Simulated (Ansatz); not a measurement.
# CaF2: the cost of one run

Program: Ansatz 0.2.0. Level of theory: DFT r2SCAN, scalar-relativistic, plane waves, PAW. These are calculated values, not measurements.

1 further run of the same task is left out (set aside as unsound or not needed).

**1. The starting structure**

The structure is cubic, space group Fm-3m (No. 225). The conventional cell has a = 5.439 Å, b = 5.439 Å, c = 5.439 Å, α = 90.00°, β = 90.00°, γ = 90.00°. Ca (site symmetry m-3m) is surrounded by 8 F at 2.36 Å. F (site symmetry -43m) is surrounded by 4 Ca at 2.36 Å.

As a file:

```cif
data_structure
_symmetry_space_group_name_H-M 'P 1'
_symmetry_Int_Tables_number 1
_cell_length_a 5.4389
_cell_length_b 5.4389
_cell_length_c 5.4389
_cell_angle_alpha 90.000
_cell_angle_beta 90.000
_cell_angle_gamma 90.000
_cell_volume 160.89
loop_
_atom_site_label
_atom_site_type_symbol
_atom_site_fract_x
_atom_site_fract_y
_atom_site_fract_z
_atom_site_occupancy
Ca1 Ca 0.00000 0.00000 0.00000 1
Ca2 Ca 0.50000 0.50000 0.00000 1
Ca3 Ca 0.50000 0.00000 0.50000 1
Ca4 Ca 0.00000 0.50000 0.50000 1
F1 F 0.25000 0.25000 0.25000 1
F2 F 0.75000 0.75000 0.25000 1
F3 F 0.75000 0.25000 0.75000 1
F4 F 0.25000 0.75000 0.75000 1
F5 F 0.75000 0.75000 0.75000 1
F6 F 0.25000 0.25000 0.75000 1
F7 F 0.25000 0.75000 0.25000 1
F8 F 0.75000 0.25000 0.25000 1
```

It is built from the cell relaxed beforehand with the same method (13.41 Å³/atom).

**2. The undisturbed cell**

File input.yaml:

```yaml
crystal:
  lattice:
    - [5.4388953186, 0.0, 0.0]
    - [0.0, -5.4388953186, 0.0]
    - [0.0, 0.0, -5.4388953186]
  atoms:
    - { symbol: Ca, position: [0.0, 0.0, 0.0] }
    - { symbol: Ca, position: [0.5, 0.5, 0.0] }
    - { symbol: Ca, position: [0.5, 0.0, 0.5] }
    - { symbol: Ca, position: [0.0, 0.5, 0.5] }
    - { symbol: F, position: [0.25, 0.25, 0.25] }
    - { symbol: F, position: [0.75, 0.75, 0.25] }
    - { symbol: F, position: [0.75, 0.25, 0.75] }
    - { symbol: F, position: [0.25, 0.75, 0.75] }
    - { symbol: F, position: [0.75, 0.75, 0.75] }
    - { symbol: F, position: [0.25, 0.25, 0.75] }
    - { symbol: F, position: [0.25, 0.75, 0.25] }
    - { symbol: F, position: [0.75, 0.25, 0.25] }
basis:
  ecutwfc: 500
kpoints:
  mp_grid: { grid: [4, 4, 4] }
hamiltonian:
  xc: r2scan
scf:
  occupations: { method: gaussian, width: 0.05 }
output:
  forces: true
  stress: true
  eigenvalues: true
```

Started as:

```bash
$ ansatz run input.yaml --threads 1 --pin off --max-ram 2560MiB --backend cpu --events-out ev --progress --plain --runs-dir out
```

What time and memory should one allow on 1 thread of Arm Neoverse V2, shared host?

About 11 s, with a peak of 0.68 GiB.
